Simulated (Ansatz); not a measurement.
Crystal: CdSe.

```xyz
2
Lattice="0.0000 3.0703 3.0703 3.0703 0.0000 3.0703 3.0703 3.0703 0.0000" Properties=species:S:1:pos:R:3 pbc="T T T"
Cd    0.0000    0.0000    0.0000
Se    1.5351    1.5351    1.5351
```

Measurements of this composition are mostly on another form, of space group No. 186.

Base run:

```yaml
Program: Ansatz 0.2.0
Functional: rPW86-PBE
Potentials_or_basis: Ansatz PAW
Cutoff: "420 eV (not typed: the program's choice for these potentials)"
k_mesh: 8 × 8 × 8
Occupations: fermi-dirac, width 0.05 eV
Spin: no spin polarisation
```

Its results: band gap on the k mesh 0.39 eV, direct; pressure 3.5 GPa.

The run is repeated on the same cell with these changes: functional from rPW86-PBE to r2SCAN-EpsX; cutoff from 420 eV (not typed: the program's choice for these potentials) to 500 eV (not typed: the program's choice for these potentials); k mesh from 8 × 8 × 8 to 4 × 4 × 4. What comes out?

Band gap on the k mesh 1.86 eV, direct; pressure -0.4 GPa.

Several settings changed at once, so the effect can't be laid on one alone.

Caveats: some runs use coarse meshes; the PAW data sets come from PBE, with cores solved anew for the run's functional, which leaves a small shift of forces and pressure; the thresholds are loose for stress (some runs).
